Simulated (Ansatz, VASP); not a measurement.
# SiC2 in VASP and in Ansatz

```xyz
6
Lattice="-2.5744 3.3807 1.8097 2.5744 -3.3807 1.8097 2.5744 3.3807 -1.8097" Properties=species:S:1:pos:R:3 pbc="T T T"
Si    1.2872   -1.6903    0.9049
Si    1.2872    1.6903   -0.9049
C     0.0000    0.5173    2.9171
C     2.5744   -0.5173    1.1073
C     2.5744    2.8633   -1.1073
C     0.0000    3.8980    0.7024
```

Alike in both runs: task single point; functional PBE; k mesh 6 × 6 × 6; occupations gaussian, width 0.1 eV; no spin polarisation.

|  | VASP | Ansatz |
| --- | --- | --- |
| version | VASP 6.6.1 | Ansatz 0.2.0 |
| potentials or method | VASP PAW PBE potentials, release 64 (Si, C) | scalar-relativistic, plane waves, PAW |
| plane-wave cutoff (eV) | 520 | 420 |
| valence electrons in the cell | 24 | 24 |

|  | VASP | Ansatz | Ansatz less VASP |
| --- | --- | --- | --- |
| gap on the k mesh at the Fermi level (eV) | none | none | - |
| rms of the force components (eV/Å) | 3.324 | 3.325 | +0.0005 |

Atom by atom the forces differ by 0.001 eV/Å (rms over components). A gap of «none» marks a metal or a gap that the smearing closes.

Caveats: forces of over 1 eV/Å show positions far from the minimum, so gaps and moduli don't describe the material at rest.
